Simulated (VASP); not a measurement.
# TaN (P1) in VASP: convergence with ENCUT

Aim: find how far ENCUT must go before the results for TaN settle, at r2SCAN. This setting moves, with any that are tied to it; all else stays.

All numbers are computed with VASP 6.6.1; they aren't measurements. Logs are shortened: lines on timing, memory, paths and dates and some standing lists are left out, and cuts for length are marked.

### Step 1. The cell of the first run

The typed cell holds 4 atoms: a = 2.922 Å, b = 2.922 Å, c = 5.917 Å, α = 90.00°, β = 90.00°, γ = 120.00°.

The cell comes from a database or a generator and needn't be the stable form of this composition.

The cell isn't the ideal one: atoms moved at random, drawn with an rms of 0.02 Å.

### Step 2. With ENCUT 200 eV

File INCAR:

```
PREC     = Accurate       # precision mode
ENCUT    = 200            # plane-wave cutoff, eV
EDIFF    = 1E-6           # SCF threshold, eV
ISMEAR   = 0              # smearing method
SIGMA    = 0.02           # smearing width, eV
LREAL    = F              # projectors in reciprocal space
LASPH    = T              # aspherical terms in the spheres
NELM     = 100            # most SCF steps
ALGO     = Normal         # electronic algorithm
ISIF     = 2              # what is computed and relaxed
LWAVE    = F              # write WAVECAR
LCHARG   = F              # write CHGCAR
METAGGA  = R2SCAN         # meta-GGA
LMIXTAU  = T            
NBANDS   = 24             # bands
```

File KPOINTS:

```
Automatic mesh
0
Gamma
  7 7 4
```

File POSCAR:

```
TaN
1.0
    2.9217699809      0.0000000000      0.0000000000
   -1.4608849905      2.5303270275      0.0000000000
    0.0000000000      0.0000000000      5.9165150000
Ta N
2 2
Direct
   -0.0041840000      0.0025350000      0.4971600000
   -0.0067550000     -0.0053770000     -0.0025350000
    0.3325710000      0.6677270000      0.2508940000
    0.6738650000      0.3333280000      0.7496260000
```

Potentials or basis: VASP PAW PBE potentials, release 64 (Ta_pv, N).

Launch:

```sh
$ cat potpaw_PBE.64/Ta_pv/POTCAR potpaw_PBE.64/N/POTCAR > POTCAR
$ mpirun -np 1 vasp_std > vasp.out
```

OUTCAR:

```text
PREC = Accurate
   ENCUT = 200
   EDIFF = 1E-6
   ISMEAR = 0
   LREAL = F
   LASPH = T
   NELM = 100
   ISIF = 2
   METAGGA = R2SCAN

 Found     99 irreducible k-points:

 Following reciprocal coordinates:
            Coordinates               Weight
  0.000000  0.000000  0.000000      1.000000
  0.142857  0.000000  0.000000      2.000000
  0.000000  0.142857  0.000000      2.000000
 -0.142857  0.142857  0.000000      2.000000
  0.285714  0.000000  0.000000      2.000000
  0.000000  0.285714  0.000000      2.000000
   k-points           NKPTS =     99   k-points in BZ     NKDIM =     99   number of bands    NBANDS=     24
   number of dos      NEDOS =    301   number of ions     NIONS =      4
   total plane-waves  NPLWV =   5488
   dimension x,y,z NGX =    14 NGY =   14 NGZ =   28
   dimension x,y,z NGXF=    28 NGYF=   28 NGZF=   56
   ions per type =               2   2
   NGX,Y,Z   is equivalent  to a cutoff of   7.97,  7.97,  7.87 a.u.
   NGXF,Y,Z  is equivalent  to a cutoff of  15.93, 15.93, 15.74 a.u.
 SYSTEM =  unknown system
   PREC   = accura    normal or accurate (medium, high low for compatibility)
   ISTART =      0    job   : 0-new  1-cont  2-samecut
   ICHARG =      2    charge: 1-file 2-atom 10-const
   ISPIN  =      1    spin polarized calculation?
   LNONCOLLINEAR =      F non collinear calculations
   LSORBIT =      F    spin-orbit coupling
   LASPH  =      T    aspherical Exc in radial PAW
   ENCUT  =  200.0 eV  14.70 Ry    3.83 a.u.   3.37  3.37  6.82*2*pi/ulx,y,z
   NELM   =    100;   NELMIN=  2; NELMDL= -5     # of ELM steps
   EDIFF  = 0.1E-05   stopping-criterion for ELM
   LREAL  =      F    real-space projection
   EDIFFG = 0.1E-04   stopping-criterion for IOM
   NSW    =      0    number of steps for IOM
   IBRION =     -1    ionic relax: 0-MD 1-quasi-New 2-CG
   NFREE  =      0    steps in history (QN), initial steepest desc. (CG)
   ISIF   =      2    stress and relaxation
   ISYM   =      2    0-nonsym 1-usesym 2-fastsym
   POTIM  = 0.5000    time-step for ionic-motion
   TEBEG  =    0.0;   TEEND  =   0.0 temperature during run
   PSTRESS=    0.0 pullay stress
   NELECT =      32.0000    total number of electrons
   NUPDOWN=      -1.0000    fix difference up-down
   EMIN   =  10.00;   EMAX   =-10.00  energy-range for DOS
   EFERMI =   0.00;   METHOD = LEGACY
   ISMEAR =     0;   SIGMA  =   0.02  broadening in eV -4-tet -1-fermi 0-gaus
   EFERMI_NEDOS =   21; number of points for ismear=-14 and -15
   IALGO  =     38    algorithm
   IMIX   =      4    mixing-type and parameters
     AMIX     =   0.40;   BMIX     =  1.00
     AMIX_MAG =   1.60;   BMIX_MAG =  1.00
  volume/ion in A,a.u.               =      10.94        73.79
  Fermi-wavevector in a.u.,A,eV,Ry     =   1.475124  2.787581 29.606163  2.175992
  Thomas-Fermi vector in A             =   2.589812
   LORBIT       =      0    0 simple, 1 ext, 2 COOP (PROOUT), +10 PAW based schemes
   METAGGA = R2SCAN    functional components
   LHFCALC =     F    Hartree Fock is set to
   AEXX    =    0.0000 exact exchange contribution
   IVDW    =     0    specifies the selected vdW correction
   LEPSILON=     F    determine dielectric tensor
   LRPA    =     F    only Hartree local field effects (RPA)
 non-spin polarized calculation
 Gauss-broadening in eV      SIGMA  =   0.02
  energy-cutoff  :      200.00
  volume of cell :       43.74
 maximum number of plane-waves:       290
 NGX is ok and might be reduce to    14
   NGX =  7   NGY =  7   NGZ = 13

 number of electron      32.0000016 magnetization

 Free energy of the ion-electron system (eV)
  ---------------------------------------------------
  ext. energy  EPLUGINS =         0.00000000
  ---------------------------------------------------
  free energy    TOTEN  =      -119.94195236 eV

  energy without entropy =     -119.94172464  energy(sigma->0) =     -119.94183850

 E-fermi :   8.1994     XC(G=0): -14.3106

 val. band max:        8.1755559591   @ k =   0.1429   0.1429   0.5000
 cond. band min:       8.2070283144   @ k =  -0.1429   0.1429   0.0000
 fundamental gap:      0.0314723553
 Fermi energy:         8.1994107949

 k-point     1 :       0.0000    0.0000    0.0000
  band No.  band energies     occupation
      1     -28.6836      2.00000
      2     -27.9009      2.00000
      3     -27.6481      2.00000
      4     -27.6470      2.00000
      5     -27.5852      2.00000
      6     -27.5844      2.00000
[... 16 lines left out ...]
     23      12.3559      0.00000
     24      14.5796      0.00000

 k-point     2 :       0.1429    0.0000    0.0000
  band No.  band energies     occupation
      1     -28.6308      2.00000
      2     -27.8746      2.00000
      3     -27.8698      2.00000
      4     -27.7902      2.00000
      5     -27.6961      2.00000
      6     -27.6298      2.00000
[... 16 lines left out ...]
     23      12.8797      0.00000
     24      13.9424      0.00000

 k-point     3 :       0.0000    0.1429    0.0000
  band No.  band energies     occupation
      1     -28.6306      2.00000
      2     -27.8757      2.00000
      3     -27.8698      2.00000
      4     -27.7910      2.00000
      5     -27.6953      2.00000
      6     -27.6293      2.00000
[... 16 lines left out ...]
     23      12.8941      0.00000
     24      14.0299      0.00000

 k-point     4 :      -0.1429    0.1429    0.0000
  band No.  band energies     occupation
      1     -28.6303      2.00000
      2     -27.8757      2.00000
      3     -27.8701      2.00000
      4     -27.7905      2.00000
      5     -27.6953      2.00000
      6     -27.6300      2.00000
[... 16 lines left out ...]
     23      12.8873      0.00000
     24      14.1459      0.00000

 k-point     5 :       0.2857    0.0000    0.0000
  band No.  band energies     occupation
      1     -28.5107      2.00000
      2     -28.3505      2.00000
      3     -28.2316      2.00000
      4     -27.8033      2.00000
      5     -27.8022      2.00000
      6     -27.7293      2.00000
[... 16 lines left out ...]
     23      14.4577      0.00000
     24      15.6161      0.00000

 k-point     6 :       0.0000    0.2857    0.0000
  band No.  band energies     occupation
      1     -28.5097      2.00000
      2     -28.3527      2.00000
      3     -28.2327      2.00000
      4     -27.8029      2.00000
      5     -27.8016      2.00000
      6     -27.7289      2.00000
[... 16 lines left out ...]
     23      14.5132      0.00000
     24      15.5449      0.00000

 [... further k-points ...]
[... 5 lines left out ...]
  --------------------------------------------------------------------------------------
  -------------------------------------------------------------------------------------
  Total      -21.2156847    -21.2285671    -19.8556585     -0.2002786      0.0152873      0.0343099
  in kB     -777.1037206   -777.5755872   -727.2876784     -7.3359521      0.5599554      1.2567285
  external PRESSURE =    -760.6556620 kB  Pullay stress =       0.0000000 kB

 VOLUME and BASIS-vectors are now :
 -----------------------------------------------------------------------------
  energy-cutoff  :      200.00
  volume of cell :       43.74
      direct lattice vectors                 reciprocal lattice vectors
     2.921769981  0.000000000  0.000000000     0.342258291  0.197602916  0.000000000
    -1.460884991  2.530327027  0.000000000     0.000000000  0.395205833  0.000000000
     0.000000000  0.000000000  5.916515000     0.000000000  0.000000000  0.169018417

 POSITION                                       TOTAL-FORCE (eV/Angst)
 -----------------------------------------------------------------------------------
      2.90584      0.00641      2.94145         0.155642     -0.090952      0.207092
      1.44900      2.51672      5.90152         0.120844      0.134145      0.134284
     -0.00378      1.68957      1.48442        -0.010032     -0.036024     -0.207358
      1.48192      0.84343      4.43517        -0.266454     -0.007169     -0.134017
 -----------------------------------------------------------------------------------
    total drift:                               -0.010254     -0.004800     -0.026798

  FREE ENERGIE OF THE ION-ELECTRON SYSTEM (eV)
  ---------------------------------------------------
  free  energy   TOTEN  =      -119.9419523612 eV

  energy  without entropy=     -119.9417246358  energy(sigma->0) =     -119.94183850
```

OSZICAR:

```text
N       E                     dE             d eps       ncg     rms          rms(c)
DAV:   1     0.547802527760E+02    0.54780E+02   -0.99796E+03  5088   0.725E+02
DAV:   2    -0.127165043324E+03   -0.18195E+03   -0.17432E+03  5992   0.259E+02
DAV:   3    -0.132431835087E+03   -0.52668E+01   -0.52290E+01  6088   0.459E+01
[... 11 lines left out ...]
DAV:  15    -0.119941881868E+03   -0.28386E-04   -0.18606E-04  5384   0.781E-02    0.139E-02
DAV:  16    -0.119941937488E+03   -0.55620E-04   -0.21607E-05  5336   0.271E-02    0.638E-03
DAV:  17    -0.119941949859E+03   -0.12371E-04   -0.42964E-06  5216   0.136E-02    0.264E-03
DAV:  18    -0.119941952210E+03   -0.23512E-05   -0.11313E-06  2752   0.639E-03    0.999E-04
DAV:  19    -0.119941952361E+03   -0.15096E-06   -0.10409E-07  2448   0.212E-03
   1 F= -.11994195E+03 E0= -.11994184E+03  d E =-.227725E-03
```

stdout:

```text
POSCAR found type information on POSCAR TaN
 POSCAR found :  2 types and       4 ions
 scaLAPACK will be used
 -----------------------------------------------------------------------------
|                                                                             |
|                                                                             |
|     You enforced a specific xc type in the INCAR file but a different       |
|     I HOPE YOU KNOW WHAT YOU ARE DOING!                                     |
|                                                                             |
 -----------------------------------------------------------------------------

 LDA part: xc-table for (None), standard interpolation
 POSCAR, INCAR and KPOINTS ok, starting setup
 FFT: planning ... GRIDC
 FFT: planning ... GRID_SOFT
 FFT: planning ... GRID
 WAVECAR not read
 entering main loop
```

Wall time 4.5 min (1 thread of AMD EPYC 7R43 (Zen 3), shared host); peak memory 0.09 GiB.

What came out:

| Quantity | Value |
| --- | --- |
| Free energy | -119.9420 eV |
| Largest force | 0.298 eV/Å |
| Band gap on the k mesh | none (metal or under the smearing width) |

### Step 3. With ENCUT 250 eV

Changes to INCAR since step 2:

```diff
@@ -1,3 +1,3 @@
 PREC     = Accurate       # precision mode
-ENCUT    = 200            # plane-wave cutoff, eV
+ENCUT    = 250            # plane-wave cutoff, eV
 EDIFF    = 1E-6           # SCF threshold, eV
```

KPOINTS is that of step 2.

POSCAR is that of step 2.

Potentials or basis: VASP PAW PBE potentials, release 64 (Ta_pv, N).

Launch:

```sh
$ cat potpaw_PBE.64/Ta_pv/POTCAR potpaw_PBE.64/N/POTCAR > POTCAR
$ mpirun -np 1 vasp_std > vasp.out
```

It took 3.8 min on 1 thread of AMD EPYC 7R43 (Zen 3), shared host; peak memory 0.11 GiB.

Results:

- Free energy: -119.6670 eV
- Largest force: 0.335 eV/Å
- Band gap on the k mesh: none (metal or under the smearing width)

### Step 4. With ENCUT 300 eV

Changes to INCAR since step 3:

```diff
@@ -1,3 +1,3 @@
 PREC     = Accurate       # precision mode
-ENCUT    = 250            # plane-wave cutoff, eV
+ENCUT    = 300            # plane-wave cutoff, eV
 EDIFF    = 1E-6           # SCF threshold, eV
```

KPOINTS is that of step 3.

POSCAR is that of step 3.

Launch:

```sh
$ cat potpaw_PBE.64/Ta_pv/POTCAR potpaw_PBE.64/N/POTCAR > POTCAR
$ mpirun -np 1 vasp_std > vasp.out
```

It took 9.4 min on 1 thread of AMD EPYC 7R43 (Zen 3), shared host; peak memory 0.13 GiB.

What came out:

```yaml
Free_energy: -119.5289 eV
Largest_force: 0.337 eV/Å
Band_gap_on_the_k_mesh: none (metal or under the smearing width)
```

### Step 5. With ENCUT 350 eV

Changes to INCAR since step 4:

```diff
@@ -1,3 +1,3 @@
 PREC     = Accurate       # precision mode
-ENCUT    = 300            # plane-wave cutoff, eV
+ENCUT    = 350            # plane-wave cutoff, eV
 EDIFF    = 1E-6           # SCF threshold, eV
```

KPOINTS is that of step 4.

POSCAR is that of step 4.

Launch:

```sh
$ cat potpaw_PBE.64/Ta_pv/POTCAR potpaw_PBE.64/N/POTCAR > POTCAR
$ mpirun -np 1 vasp_std > vasp.out
```

It took 9.7 min on 1 thread of AMD EPYC 7R43 (Zen 3), shared host; peak memory 0.13 GiB.

Results:

```
Free energy            : -119.5679 eV
Largest force          : 0.347 eV/Å
Band gap on the k mesh : none (metal or under the smearing width)
```

### Step 6. With ENCUT 400 eV

Changes to INCAR since step 5:

```diff
@@ -1,3 +1,3 @@
 PREC     = Accurate       # precision mode
-ENCUT    = 350            # plane-wave cutoff, eV
+ENCUT    = 400            # plane-wave cutoff, eV
 EDIFF    = 1E-6           # SCF threshold, eV
```

KPOINTS is that of step 5.

POSCAR is that of step 5.

Potentials or basis: VASP PAW PBE potentials, release 64 (Ta_pv, N).

Launch:

```sh
$ cat potpaw_PBE.64/Ta_pv/POTCAR potpaw_PBE.64/N/POTCAR > POTCAR
$ mpirun -np 1 vasp_std > vasp.out
```

Wall time 9.9 min (1 thread of AMD EPYC 7R43 (Zen 3), shared host); peak memory 0.15 GiB.

What came out:

```
Free energy            : -119.6403 eV
Largest force          : 0.352 eV/Å
Band gap on the k mesh : none (metal or under the smearing width)
```

### Step 7. With ENCUT 450 eV

Changes to INCAR since step 6:

```diff
@@ -1,3 +1,3 @@
 PREC     = Accurate       # precision mode
-ENCUT    = 400            # plane-wave cutoff, eV
+ENCUT    = 450            # plane-wave cutoff, eV
 EDIFF    = 1E-6           # SCF threshold, eV
```

KPOINTS is that of step 6.

POSCAR is that of step 6.

Launch:

```sh
$ cat potpaw_PBE.64/Ta_pv/POTCAR potpaw_PBE.64/N/POTCAR > POTCAR
$ mpirun -np 1 vasp_std > vasp.out
```

It took 11 min on 1 thread of AMD EPYC 7R43 (Zen 3), shared host; peak memory 0.16 GiB.

What came out:

```
Free energy            : -119.6593 eV
Largest force          : 0.349 eV/Å
Band gap on the k mesh : none (metal or under the smearing width)
```

### Step 8. With ENCUT 500 eV

Changes to INCAR since step 7:

```diff
@@ -1,3 +1,3 @@
 PREC     = Accurate       # precision mode
-ENCUT    = 450            # plane-wave cutoff, eV
+ENCUT    = 500            # plane-wave cutoff, eV
 EDIFF    = 1E-6           # SCF threshold, eV
```

KPOINTS is that of step 7.

POSCAR is that of step 7.

Launch:

```sh
$ cat potpaw_PBE.64/Ta_pv/POTCAR potpaw_PBE.64/N/POTCAR > POTCAR
$ mpirun -np 1 vasp_std > vasp.out
```

It took 15 min on 1 thread of AMD EPYC 7R43 (Zen 3), shared host; peak memory 0.19 GiB.

What came out:

| Property | Result |
| --- | --- |
| Free energy | -119.6657 eV |
| Pressure | -4.3 GPa |
| Largest force | 0.349 eV/Å |
| Band gap on the k mesh | none (metal or under the smearing width) |

### Step 9. With ENCUT 600 eV

Changes to INCAR since step 8:

```diff
@@ -1,3 +1,3 @@
 PREC     = Accurate       # precision mode
-ENCUT    = 500            # plane-wave cutoff, eV
+ENCUT    = 600            # plane-wave cutoff, eV
 EDIFF    = 1E-6           # SCF threshold, eV
```

KPOINTS is that of step 8.

POSCAR is that of step 8.

Potentials or basis: VASP PAW PBE potentials, release 64 (Ta_pv, N).

Launch:

```sh
$ cat potpaw_PBE.64/Ta_pv/POTCAR potpaw_PBE.64/N/POTCAR > POTCAR
$ mpirun -np 1 vasp_std > vasp.out
```

Run time: 13 min. Hardware: 1 thread of AMD EPYC 7R43 (Zen 3), shared host; peak memory 0.21 GiB.

What came out:

| Property | Result |
| --- | --- |
| Free energy | -119.6679 eV |
| Pressure | -4.2 GPa |
| Largest force | 0.349 eV/Å |
| Band gap on the k mesh | none (metal or under the smearing width) |

### Step 10. Result

```tsv
ENCUT	energy less the tightest run, at zero smearing (meV/atom)	largest force (eV/Å)	SCF cycles	CPU time (s)	peak memory (GiB)
200 eV	-68.51	0.298	19	260	0.09
250 eV	0.25	0.335	15	220	0.11
300 eV	34.77	0.337	19	550	0.13
350 eV	25.02	0.347	18	570	0.13
400 eV	6.90	0.352	15	580	0.15
450 eV	2.17	0.349	21	670	0.16
500 eV	0.55	0.349	20	900	0.19
600 eV	0.00	0.349	20	800	0.21
```

Against the tightest run, the energy stays within 1 meV/atom from 500 eV on; the largest force stays within 0.005 eV/Å from 350 eV on. The tightest run that finished is the yardstick and may itself not be fully converged.

Caveats: the PAW data sets were made with another functional, which shifts forces and pressure a little.
